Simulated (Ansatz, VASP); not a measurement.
# One calculation of Tl, two programs

```xyz
2
Lattice="3.4014 0.0000 0.0000 -1.7007 2.9457 0.0000 0.0000 0.0000 5.4430" Properties=species:S:1:pos:R:3 pbc="T T T"
Tl    0.0000    1.9638    1.3608
Tl    1.7007    0.9819    4.0823
```

Alike in both runs: task single point; functional LDA; k mesh 11 × 11 × 6; occupations gaussian, width 0.03 eV; no spin polarisation.

```csv
,VASP,Ansatz
version,VASP 6.6.1,Ansatz 0.2.0
potentials or method,"VASP PAW LDA potentials, release 64 (Tl_d)","plane waves (420 eV) with PAW, scalar-relativistic"
plane-wave cutoff (eV),520,420
valence electrons in the cell,26,26
```

VASP gave:

| Item | Value |
| --- | --- |
| pressure (GPa) | 0.0 |
| largest component of the traceless stress (GPa) | 0.70 |

Q: Which values does Ansatz return?

A: Pressure (GPa): -0.1; largest component of the traceless stress (GPa): 0.65.

Ansatz warned: «pseudo_functional_mismatch».

Spin-orbit coupling is left out, which matters for the levels of Tl.
